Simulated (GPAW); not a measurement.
The system is CsPbCl3.

```
Pb Cs Cl
1.0
     5.60500    0.00000    0.00000
     0.00000    5.60500    0.00000
     0.00000    0.00000    5.60500
Pb Cs Cl
1 1 3
Direct
  0.50000 0.50000 0.50000
  0.00000 0.00000 0.00000
  0.50000 0.00000 0.50000
  0.00000 0.50000 0.50000
  0.50000 0.50000 0.00000
```

Base run:

* Program: GPAW 26.7.0
* Functional: GLLB-SC
* Potentials or basis: the program's PAW data sets (release 1.2.1) made for this functional
* Cutoff: 450 eV
* Basis: pw
* k mesh: 4 × 4 × 4
* Occupations: fermi-dirac, width 0.001 eV
* Spin: no spin polarisation

Its results: band gap on the k mesh, kohn-sham part alone 2.44 eV, direct.

Task: The run is repeated on the same cell with these changes: cutoff from 450 eV to 600 eV; occupations from fermi-dirac, width 0.001 eV to fermi-dirac, width 0.05 eV. What comes out?

Result: Band gap on the k mesh with the derivative discontinuity 3.32 eV.

Caveats: a model potential gives levels but no total energy; spin-orbit coupling is left out, which as a rule narrows the gap of such compounds by several tenths of an eV; the long-wavelength limit can be off by a per cent or two (some runs); response on these states lacks terms of the Hamiltonian (some runs); an odd mesh through Γ misses points on the zone boundary, where band edges often lie (some runs); the GLLB-SC gap is the Kohn-Sham gap of the path plus the derivative discontinuity (some runs).

Not every run made on this cell is shown here.
